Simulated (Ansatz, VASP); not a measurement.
**Two plane-wave programs on CdS (Hawleyite)**

Contents of INCAR:

```
SYSTEM = CdS
PREC = Accurate
ENCUT = 520
EDIFF = 1E-6
ISMEAR = 0
SIGMA = 0.023
LREAL = .False.
LASPH = .True.
NELM = 80
ALGO = Normal
ISIF = 2
LWAVE = .False.
LCHARG = .False.
GGA = PE
NBANDS = 16
```

File KPOINTS:

```
Automatic mesh
0
Gamma
  8 8 8
  0 0 0
```

Contents of POSCAR:

```
CdS
1.0
    0.0000000000      2.9165000000      2.9165000000
    2.9165000000      0.0000000000      2.9165000000
    2.9165000000      2.9165000000      0.0000000000
Cd S
1 1
Direct
    0.0000000000      0.0000000000      0.0000000000
    0.7500000000      0.7500000000      0.7500000000
```

Contents of input.yaml:

```yaml
crystal:
  lattice:
    - [0.0, 2.9165, 2.9165]
    - [2.9165, 0.0, 2.9165]
    - [2.9165, 2.9165, 0.0]
  atoms:
    - { symbol: Cd, position: [0.0, 0.0, 0.0] }
    - { symbol: S, position: [0.75, 0.75, 0.75] }
hamiltonian:
  xc: pbe
  pseudopotentials: { kind: paw }
kpoints:
  mp_grid: { grid: [8, 8, 8] }
scf:
  occupations: { method: gaussian, width: 0.023 }
output:
  forces: true
  stress: true
  eigenvalues: true
  write_density: true
  write_potential: true
  elf: true
  volumetric_format: npy
```

Alike in both runs: task single point; functional PBE; k mesh 8 × 8 × 8; occupations gaussian, width 0.023 eV; no spin polarisation.

|  | VASP | Ansatz |
| --- | --- | --- |
| version | VASP 6.6.1 | Ansatz 0.2.0 |
| potentials or method | VASP PAW PBE potentials, release 64 (Cd, S) | Ansatz PAW |
| plane-wave cutoff (eV) | 520 | 420 |
| valence electrons in the cell | 18 | 26 |

```tsv
	VASP	Ansatz	Ansatz less VASP
gap on the k mesh at the Fermi level (eV)	1.15	1.15	-0.004
least direct gap on the mesh (eV)	1.15	1.15	-0.004
pressure (GPa)	3.2	2.8	-0.36
```

The functional is the same, so the differences come from potentials, cutoffs and numerics. The two sets of potentials don't hold the same shells in valence.
